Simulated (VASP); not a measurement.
# NaH: optical spectrum, part 2 of 3

Aim: the dielectric function of NaH for independent particles, and its static limit with local fields. The cell is of the rock-salt type, one of the forms listed for this formula. The start is a cell from a database of measured crystal structures.

VASP 6.6.1, plane waves and PAW; the level of theory is named at each step.

So far. Step 2 (Ground state): The cell has a gap of 3.71 eV on this mesh.

**4. Static response with local fields**

Level of this step: PBE; plane waves and PAW (Na_pv, H) (VASP).

Perturbation theory (LEPSILON) gives the dielectric tensor with local fields, and the Born charges.

Input file INCAR:

```
SYSTEM = NaH
PREC = Accurate
ENCUT = 400
EDIFF = 1E-08
NELM = 100
ISMEAR = 0
SIGMA = 0.01
LREAL = .FALSE.
ALGO = Normal
GGA = PE
NBANDS = 10
LWAVE = .FALSE.
LCHARG = .FALSE.
KPAR = 4
LEPSILON = .TRUE.
```

Input file POSCAR:

```
NaH
1.0
    0.0000000000      2.4400000000      2.4400000000
    2.4400000000      0.0000000000      2.4400000000
    2.4400000000      2.4400000000      0.0000000000
Na H
1 1
Direct
    0.0000000000      0.0000000000      0.0000000000
    0.5000000000      0.5000000000      0.5000000000
```

Input file KPOINTS:

```
Automatic mesh
0
Gamma
12 12 12
0 0 0
```

Potentials, in the order of the species: Na_pv and H (PBE family, release 64).

Started as:

```console
$ mpirun -np 4 vasp_std
```

What it wrote:

```text
[... set-up lines as in an earlier step ...]
 entering main loop
       N       E                     dE             d eps       ncg     rms          rms(c)
DAV:   1     0.253155779312E+02    0.25316E+02   -0.41571E+03  1448   0.672E+02
DAV:   2    -0.464394458475E+01   -0.29960E+02   -0.29611E+02  1492   0.157E+02
DAV:   3    -0.549970632780E+01   -0.85576E+00   -0.85499E+00  1756   0.285E+01
DAV:   4    -0.550507661307E+01   -0.53703E-02   -0.53698E-02  1632   0.222E+00
DAV:   5    -0.550513087699E+01   -0.54264E-04   -0.54264E-04  1642   0.229E-01    0.315E+00
DAV:   6    -0.516891595404E+01    0.33621E+00   -0.34700E-01  1664   0.297E+00    0.145E+00
DAV:   7    -0.507915902799E+01    0.89757E-01   -0.33238E-01  1572   0.227E+00    0.353E-01
DAV:   8    -0.508396451029E+01   -0.48055E-02   -0.10143E-02  1544   0.102E+00    0.652E-02
DAV:   9    -0.508393740149E+01    0.27109E-04   -0.11409E-03  1686   0.373E-01    0.217E-02
DAV:  10    -0.508392480293E+01    0.12599E-04   -0.57827E-05  1586   0.515E-02    0.429E-03
DAV:  11    -0.508392777914E+01   -0.29762E-05   -0.65574E-06  1602   0.119E-02    0.337E-03
DAV:  12    -0.508392779480E+01   -0.15652E-07   -0.32400E-07  1592   0.338E-03    0.294E-04
DAV:  13    -0.508392784092E+01   -0.46128E-07   -0.87740E-09  1636   0.638E-04    0.130E-04
DAV:  14    -0.508392786828E+01   -0.27353E-07   -0.30900E-10   828   0.102E-04    0.131E-05
DAV:  15    -0.508392786863E+01   -0.34856E-09   -0.50944E-11   774   0.457E-05
   1 F= -.50839279E+01 E0= -.50839279E+01  d E =-.114834E-22
 Linear response reoptimize wavefunctions to high precision
DAV:   1    -0.508392786825E+01    0.37721E-09   -0.44837E-12   812   0.213E-05
DAV:   2    -0.508392786823E+01    0.13642E-10   -0.58489E-13   772   0.674E-06
 Linear response G [H, r] |phi>, progress :
  Direction:   1
       N       E                     dE             d eps       ncg     rms
RMM:   1    -0.188014371047E+02   -0.18801E+02   -0.23176E+02  2011   0.118E+02
RMM:   2    -0.213893382679E+02   -0.25879E+01   -0.46890E+00  2806   0.199E+01
RMM:   3    -0.214134650034E+02   -0.24127E-01   -0.13851E-01  2755   0.290E+00
RMM:   4    -0.214144011675E+02   -0.93616E-03   -0.10946E-02  2764   0.648E-01
RMM:   5    -0.214144403153E+02   -0.39148E-04   -0.17876E-03  2869   0.201E-01
RMM:   6    -0.214144352786E+02    0.50367E-05   -0.13487E-04  2786   0.393E-02
RMM:   7    -0.214144356242E+02   -0.34555E-06   -0.25673E-05  2881   0.130E-02
RMM:   8    -0.214144353560E+02    0.26819E-06   -0.85148E-06  2737   0.443E-03
RMM:   9    -0.214144354839E+02   -0.12796E-06   -0.70429E-06  2515   0.205E-03
RMM:  10    -0.214144354048E+02    0.79104E-07   -0.57907E-06  1933   0.130E-03
RMM:  11    -0.214144354126E+02   -0.78166E-08   -0.57051E-06  1621   0.995E-04
RMM:  12    -0.214144352103E+02    0.20237E-06   -0.45932E-06  1476   0.928E-04
RMM:  13    -0.214144349925E+02    0.21779E-06   -0.23506E-06  1362   0.857E-04
RMM:  14    -0.214144354920E+02   -0.49954E-06   -0.71949E-06  1279   0.830E-04
RMM:  15    -0.214144353188E+02    0.17323E-06   -0.50557E-06  1214   0.815E-04
RMM:  16    -0.214144357872E+02   -0.46841E-06   -0.94977E-06  1147   0.792E-04
 Linear response G [H, r] |phi>, progress :
  Direction:   2
       N       E                     dE             d eps       ncg     rms
RMM:   1    -0.192564648031E+02   -0.19256E+02   -0.24245E+02  1978   0.112E+02
RMM:   2    -0.212101079187E+02   -0.19536E+01   -0.42841E+00  2761   0.182E+01
RMM:   3    -0.212342970407E+02   -0.24189E-01   -0.12803E-01  2762   0.282E+00
RMM:   4    -0.212349850601E+02   -0.68802E-03   -0.10384E-02  2778   0.625E-01
RMM:   5    -0.212350665258E+02   -0.81466E-04   -0.11411E-03  2873   0.177E-01
RMM:   6    -0.212350724894E+02   -0.59635E-05   -0.20000E-04  2832   0.464E-02
RMM:   7    -0.212350720033E+02    0.48606E-06   -0.30222E-05  2949   0.145E-02
RMM:   8    -0.212350718820E+02    0.12129E-06   -0.61694E-06  2862   0.498E-03
RMM:   9    -0.212350717243E+02    0.15767E-06   -0.11131E-06  2597   0.215E-03
RMM:  10    -0.212350718742E+02   -0.14985E-06   -0.19010E-06  2040   0.126E-03
RMM:  11    -0.212350719737E+02   -0.99543E-07   -0.26843E-06  1660   0.101E-03
RMM:  12    -0.212350717236E+02    0.25009E-06   -0.31465E-07  1461   0.846E-04
RMM:  13    -0.212350718161E+02   -0.92491E-07   -0.14166E-06  1279   0.822E-04
RMM:  14    -0.212350716701E+02    0.14607E-06   -0.38817E-07  1188   0.775E-04
RMM:  15    -0.212350718845E+02   -0.21444E-06   -0.21053E-06  1153   0.761E-04
RMM:  16    -0.212350718120E+02    0.72464E-07   -0.13382E-06  1122   0.742E-04
RMM:  17    -0.212350716106E+02    0.20142E-06    0.75297E-07  1118   0.743E-04
 Linear response G [H, r] |phi>, progress :
  Direction:   3
       N       E                     dE             d eps       ncg     rms
RMM:   1    -0.217405384700E+02   -0.21741E+02   -0.25099E+02  1928   0.109E+02
RMM:   2    -0.243436987886E+02   -0.26032E+01   -0.37540E+00  2717   0.171E+01
RMM:   3    -0.243612334944E+02   -0.17535E-01   -0.11379E-01  2728   0.276E+00
RMM:   4    -0.243620579464E+02   -0.82445E-03   -0.59780E-03  2753   0.517E-01
RMM:   5    -0.243621108974E+02   -0.52951E-04   -0.42271E-04  2882   0.120E-01
RMM:   6    -0.243621136942E+02   -0.27968E-05   -0.57889E-05  2744   0.251E-02
RMM:   7    -0.243621137594E+02   -0.65137E-07   -0.11548E-05  2729   0.779E-03
RMM:   8    -0.243621137488E+02    0.10596E-07   -0.32232E-06  2567   0.260E-03
RMM:   9    -0.243621137209E+02    0.27905E-07   -0.15788E-06  2330   0.118E-03
RMM:  10    -0.243621137012E+02    0.19636E-07   -0.10300E-06  1850   0.752E-04
RMM:  11    -0.243621137260E+02   -0.24786E-07   -0.11658E-06  1569   0.645E-04
RMM:  12    -0.243621136852E+02    0.40815E-07   -0.70624E-07  1347   0.599E-04
RMM:  13    -0.243621137423E+02   -0.57130E-07   -0.12963E-06  1190   0.544E-04
RMM:  14    -0.243621137322E+02    0.10089E-07   -0.11178E-06  1085   0.530E-04
RMM:  15    -0.243621137113E+02    0.20904E-07   -0.10701E-06  1021   0.510E-04
RMM:  16    -0.243621137851E+02   -0.73725E-07   -0.15750E-06   970   0.510E-04
 Linear response to external field (no local field effect), progress :
  Direction:   1
       N       E                     dE             d eps       ncg     rms          rms(c)
RMM:   1    -0.134137211944E+00   -0.13414E+00   -0.26564E-01  1769   0.300E+00
RMM:   2    -0.137112323671E+00   -0.29751E-02   -0.37426E-03  2805   0.422E-01
RMM:   3    -0.137131915687E+00   -0.19592E-04   -0.73769E-05  2843   0.625E-02
RMM:   4    -0.137132316295E+00   -0.40061E-06   -0.17426E-06  2811   0.958E-03
RMM:   5    -0.137132333824E+00   -0.17528E-07   -0.70871E-08  2882   0.207E-03
RMM:   6    -0.137132334385E+00   -0.56170E-09   -0.25618E-09  2647   0.354E-04
 change of polarisation eV/A/(eV/A) component  1 :     0.274    -0.188    -0.159
 dielectric tensor                  component  1 :     2.708    -1.168    -0.988
 Linear response to external field (no local field effect), progress :
  Direction:   2
       N       E                     dE             d eps       ncg     rms          rms(c)
RMM:   1    -0.120527519506E+00   -0.12053E+00   -0.26155E-01  1732   0.291E+00
RMM:   2    -0.123667706620E+00   -0.31402E-02   -0.37132E-03  2802   0.424E-01
RMM:   3    -0.123688345233E+00   -0.20639E-04   -0.88253E-05  2846   0.653E-02
RMM:   4    -0.123688895455E+00   -0.55022E-06   -0.19149E-06  2828   0.965E-03
RMM:   5    -0.123688915239E+00   -0.19784E-07   -0.84751E-08  2894   0.207E-03
RMM:   6    -0.123688915801E+00   -0.56193E-09   -0.20695E-09  2674   0.323E-04
 change of polarisation eV/A/(eV/A) component  2 :    -0.188     0.247     0.192
 dielectric tensor                  component  2 :    -1.168     2.541     1.195
 Linear response to external field (no local field effect), progress :
  Direction:   3
       N       E                     dE             d eps       ncg     rms          rms(c)
RMM:   1    -0.255716780613E+00   -0.25572E+00   -0.43288E-01  1764   0.329E+00
RMM:   2    -0.259178371173E+00   -0.34616E-02   -0.35053E-03  2736   0.398E-01
RMM:   3    -0.259198855662E+00   -0.20484E-04   -0.78810E-05  2760   0.626E-02
RMM:   4    -0.259199410058E+00   -0.55440E-06   -0.23764E-06  2743   0.102E-02
RMM:   5    -0.259199429253E+00   -0.19195E-07   -0.10553E-07  2782   0.203E-03
RMM:   6    -0.259199430686E+00   -0.14331E-08   -0.33066E-09  2550   0.343E-04
 change of polarisation eV/A/(eV/A) component  3 :    -0.159     0.192     0.518
 dielectric tensor                  component  3 :    -0.988     1.195     4.229
 Linear response to external field, progress :
  Direction:   1
       N       E                     dE             d eps       ncg     rms          rms(c)
RMM:   1    -0.170127166135E+00   -0.17013E+00   -0.32003E-01  3966   0.307E+00
RMM:   2    -0.173319424760E+00   -0.31923E-02   -0.36525E-03  6232   0.414E-01    0.516E-01
RMM:   3    -0.174152985439E+00   -0.83356E-03   -0.14326E-03  5973   0.196E-01    0.316E-01
RMM:   4    -0.195492934947E+00   -0.21340E-01   -0.40926E-03  5844   0.339E-01    0.335E-02
RMM:   5    -0.198192027104E+00   -0.26991E-02   -0.12541E-04  6094   0.695E-02    0.282E-03
RMM:   6    -0.198321510257E+00   -0.12948E-03   -0.52644E-06  5982   0.123E-02    0.104E-03
RMM:   7    -0.198239594734E+00    0.81916E-04   -0.14064E-07  6013   0.240E-03    0.595E-04
RMM:   8    -0.198284138269E+00   -0.44544E-04   -0.13801E-08  6239   0.817E-04    0.132E-04
RMM:   9    -0.198278218930E+00    0.59193E-05   -0.89977E-10  6172   0.233E-04    0.470E-05
RMM:  10    -0.198275530746E+00    0.26882E-05   -0.36671E-11  4792   0.556E-05    0.208E-06
 change of polarisation eV/A/(eV/A) component  1 :     0.340    -0.100    -0.062
 dielectric tensor                  component  1 :     3.115    -0.622    -0.385
 Linear response to external field, progress :
  Direction:   2
       N       E                     dE             d eps       ncg     rms          rms(c)
RMM:   1    -0.170127172393E+00   -0.17013E+00   -0.32003E-01  3964   0.307E+00
RMM:   2    -0.173319398565E+00   -0.31922E-02   -0.36528E-03  6252   0.415E-01    0.516E-01
RMM:   3    -0.174153803871E+00   -0.83441E-03   -0.14322E-03  5988   0.196E-01    0.316E-01
RMM:   4    -0.195491213931E+00   -0.21337E-01   -0.40931E-03  5861   0.339E-01    0.335E-02
RMM:   5    -0.198196442260E+00   -0.27052E-02   -0.12580E-04  6106   0.696E-02    0.280E-03
RMM:   6    -0.198321600974E+00   -0.12516E-03   -0.53267E-06  5995   0.123E-02    0.104E-03
RMM:   7    -0.198239147774E+00    0.82453E-04   -0.14063E-07  6034   0.241E-03    0.600E-04
RMM:   8    -0.198284235746E+00   -0.45088E-04   -0.14155E-08  6248   0.821E-04    0.134E-04
RMM:   9    -0.198278317376E+00    0.59184E-05   -0.10068E-09  6180   0.232E-04    0.496E-05
RMM:  10    -0.198275454693E+00    0.28627E-05   -0.11514E-10  4827   0.577E-05    0.218E-06
 change of polarisation eV/A/(eV/A) component  2 :    -0.066     0.340     0.000
 dielectric tensor                  component  2 :    -0.410     3.115     0.002
 Linear response to external field, progress :
  Direction:   3
       N       E                     dE             d eps       ncg     rms          rms(c)
RMM:   1    -0.170127172818E+00   -0.17013E+00   -0.32003E-01  3961   0.307E+00
RMM:   2    -0.173319396607E+00   -0.31922E-02   -0.36533E-03  6255   0.415E-01    0.516E-01
RMM:   3    -0.174153953836E+00   -0.83456E-03   -0.14322E-03  5984   0.196E-01    0.316E-01
RMM:   4    -0.195491225283E+00   -0.21337E-01   -0.40930E-03  5862   0.339E-01    0.335E-02
RMM:   5    -0.198196203284E+00   -0.27050E-02   -0.12583E-04  6100   0.696E-02    0.281E-03
RMM:   6    -0.198321609612E+00   -0.12541E-03   -0.53269E-06  5993   0.123E-02    0.104E-03
RMM:   7    -0.198239134015E+00    0.82476E-04   -0.14071E-07  6030   0.241E-03    0.600E-04
RMM:   8    -0.198284243362E+00   -0.45109E-04   -0.14228E-08  6247   0.820E-04    0.135E-04
RMM:   9    -0.198278291128E+00    0.59522E-05   -0.10891E-09  6185   0.233E-04    0.493E-05
RMM:  10    -0.198275438568E+00    0.28526E-05   -0.27299E-10  4831   0.582E-05    0.219E-06
 change of polarisation eV/A/(eV/A) component  3 :    -0.007    -0.037     0.340
 dielectric tensor                  component  3 :    -0.045    -0.231     3.115
 Born effective charges drift removed
```

Elapsed: 97 s, on 4 MPI ranks of AMD EPYC 7R43, shared host; peak memory 0.67 GiB.

Parts of OUTCAR (step 4):

```text
The static configuration has the point symmetry O_h .

 Found     72 irreducible k-points:

   k-points           NKPTS =     72   k-points in BZ     NKDIM =     72   number of bands    NBANDS=     10

   NELECT =       8.0000    total number of electrons

  Total       -0.2023179     -0.2023179     -0.2023179     -0.0000000      0.0000000     -0.0000000
  in kB      -11.1569505    -11.1569505    -11.1569505     -0.0000000      0.0000000     -0.0000000
  external PRESSURE =     -11.1569505 kB  Pullay stress =       0.0000000 kB

 POSITION                                       TOTAL-FORCE (eV/Angst)
 -----------------------------------------------------------------------------------
      0.00000      0.00000      0.00000        -0.000000     -0.000000     -0.000000
      2.44000      2.44000      2.44000         0.000000      0.000000      0.000000
 -----------------------------------------------------------------------------------
    total drift:                                0.000000     -0.000000     -0.000000

 MACROSCOPIC STATIC DIELECTRIC TENSOR (including local field effects in DFT)
 ------------------------------------------------------
           3.115021     0.000000     0.000000
           0.000000     3.115021     0.000000
          -0.000000     0.000000     3.115021
 ------------------------------------------------------

 PIEZOELECTRIC TENSOR (including local field effects)  for field in x, y, z        (C/m^2)
          XX          YY          ZZ          XY          YZ          ZX
  --------------------------------------------------------------------------------
  x     0.00000     0.00000     0.00000     0.00000     0.00000     0.00000
  y     0.00000     0.00000     0.00000     0.00000     0.00000     0.00000
  z     0.00000     0.00000     0.00000     0.00000     0.00000     0.00000

 BORN EFFECTIVE CHARGES (including local field effects) (in |e|, cummulative output)
 ---------------------------------------------------------------------------------
 ion    1
    1     0.97862     0.00000     0.00000
    2    -0.00000     0.97862     0.00000
    3     0.00000     0.00000     0.97862
 ion    2
    1    -0.97862     0.00000     0.00000
    2     0.00000    -0.97862    -0.00000
    3    -0.00000     0.00000    -0.97862

[... 8 parts as in an earlier step ...]
```

Energies printed during the response cycles are not total energies of the cell.

Numbers from this step:

```yaml
fermi_energy: -1.138 eV
pressure: -1.116 GPa
```

Electronic dielectric tensor with local fields:

```
3.12 0.00 0.00
0.00 3.12 0.00
0.00 0.00 3.12
```

Born effective charge (e), principal values of the symmetric part by kind of site:

| atom | atoms with these values | low | middle | high | mean |
| --- | --- | --- | --- | --- | --- |
| Na1 | 1 | 0.9786 | 0.9786 | 0.9786 | 0.9786 |
| H2 | 1 | -0.9786 | -0.9786 | -0.9786 | -0.9786 |

In full for Na1:

```
0.9786 0.0000 0.0000
0.0000 0.9786 0.0000
0.0000 0.0000 0.9786
```

The mean electronic (clamped-ion) dielectric constant is 3.12.

[end of part 2 of 3]

[Lines on the potential files, build, host, timing and source positions are cut from VASP's logs without a mark.]

[Logs are printed without paths, hosts, clocks, repeated set-up lines and the standing remarks that a program may print on its own settings, such as how far it seeks lower states.]

[Hosts, paths, dates, database ids (printed as entryN), source tags and the programs' standing remarks are cut or masked in the printed files.]
